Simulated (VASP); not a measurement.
LiF:

```xyz
2
Lattice="2.6952 0.0000 0.0000 0.0000 2.6952 0.0000 0.0000 0.0000 4.4635" Properties=species:S:1:pos:R:3 pbc="T T T"
Li    0.0000    0.0000    0.0000
F     1.3476    1.3476    0.0000
```

The cell was built by a generator and needn't be a form met in nature.

| Property | Result |
| --- | --- |
| Program | VASP 6.6.1 |
| Task | relaxation of cell and atoms |
| Functional | PBE |
| Potentials or basis | VASP PAW PBE potentials, release 64 (Li_sv, F) |
| Cutoff | 600 eV |
| k mesh | 10 × 10 × 6 |
| Occupations | gaussian, width 0.05 eV |
| Spin | no spin polarisation |

At the start: pressure -0.3 GPa; volume 16.21 Å³/atom.

**Question.** How do energy, volume and symmetry change on relaxing?

**Answer.** Over 14 steps the energy falls by 3.1 meV/atom and the volume is 14.05 Å³/atom (-13.3 %); space group P4/mmm (No. 123, to 0.05 Å).

Step by step:
```tsv
step	energy change (eV)	largest force (eV/Å)	pressure (GPa)	volume (Å³)
1	0.0000	0.0000	-0.28	32.42
2	-0.0002	0.0000	-0.10	32.29
3	-0.0002	0.0000	-0.06	32.20
4	-0.0003	0.0000	0.12	32.01
5	-0.0003	0.0000	0.04	32.09
6	-0.0005	0.0000	0.06	32.01
7	-0.0008	0.0000	0.01	31.87
8	-0.0014	0.0000	-0.04	31.59
9	-0.0027	0.0000	-0.11	31.04
10	-0.0049	0.0000	-0.26	29.92
11	-0.0051	0.0000	-0.46	27.67
12	-0.0059	0.0000	-0.35	28.83
13	-0.0062	0.0000	-0.20	28.53
14	-0.0063	0.0000	0.08	28.10
```

Final structure:
```cif
data_structure
_symmetry_space_group_name_H-M 'P 1'
_symmetry_Int_Tables_number 1
_cell_length_a 2.6862
_cell_length_b 2.6862
_cell_length_c 3.8941
_cell_angle_alpha 90.000
_cell_angle_beta 90.000
_cell_angle_gamma 90.000
_cell_volume 28.10
loop_
_atom_site_label
_atom_site_type_symbol
_atom_site_fract_x
_atom_site_fract_y
_atom_site_fract_z
_atom_site_occupancy
Li1 Li 0.00000 0.00000 0.00000 1
F1 F 0.50000 0.50000 0.00000 1
```

Caveat: the cutoff is under 1.25 times the usual one of these potentials, so pressure, stress and relaxed cells hold a basis-set (Pulay) error.
